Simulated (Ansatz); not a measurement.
## La in Ansatz: the effect of functional

Crystal: La.

```xyz
2
Lattice="3.8235 0.0000 0.0000 -1.9118 3.3113 0.0000 0.0000 0.0000 6.1890" Properties=species:S:1:pos:R:3 pbc="T T T"
La    1.9118    1.1038    4.6418
La    0.0000    2.2075    1.5473
```

This isn't the form of La at room conditions, which is double hcp.

The cell isn't the ideal one: volume scaled by 1.06.

Alike in all runs:

| Item | Value |
| --- | --- |
| Program | Ansatz 0.2.0 |
| Task | single point |
| Potentials or basis | Ansatz PAW |
| k mesh | 8 × 8 × 5 |
| Occupations | fermi-dirac, width 0.05 eV |
| Spin | no spin polarisation |

```tsv
functional	cutoff	pressure (GPa)
LDA	420 eV (not typed: the program's choice for these potentials)	?
r2SCAN	500 eV (not typed: the program's choice for these potentials)	-0.6
PBE	420 eV (not typed: the program's choice for these potentials)	-0.8
```

What does the run with functional LDA give?

Pressure -4.0 GPa.

Caveats: the PAW data sets come from PBE, with cores solved anew for the run's functional, which leaves a small shift of forces and pressure (some runs); the magnetic or orbital state may not be the lowest (some runs).
